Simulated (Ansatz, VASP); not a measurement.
One calculation of Hf, two programs

```xyz
2
Lattice="0.0000 3.2683 3.2683 3.2683 0.0000 3.2683 3.2683 3.2683 0.0000" Properties=species:S:1:pos:R:3 pbc="T T T"
Hf    0.8171    0.8171    0.8171
Hf    5.7196    5.7196    5.7196
```

Alike in both runs: task single point; functional revPBE; k mesh 9 × 9 × 9; occupations fermi-dirac, width 0.1 eV; no spin polarisation.

|  | VASP | Ansatz |
| --- | --- | --- |
| version | VASP 6.6.1 | Ansatz 0.2.0 |
| potentials or method | VASP PAW PBE potentials, release 64 (Hf_pv) | plane waves (420 eV) with PAW, scalar-relativistic |
| plane-wave cutoff (eV) | 520 | 420 |
| valence electrons in the cell | 20 | 52 |

VASP gave:

| Property | Result |
| --- | --- |
| pressure (GPa) | 1.0 |

Q: Estimate Ansatz's values.

A: Pressure (GPa): 1.2.

With one functional, cell and mesh, what is left measures potentials, basis and numerics. The two sets of potentials don't hold the same shells in valence.

Caveats: the PAW data sets were made with another functional, which shifts forces and pressure a little (VASP). Spin-orbit coupling is left out, which matters for the levels of Hf.
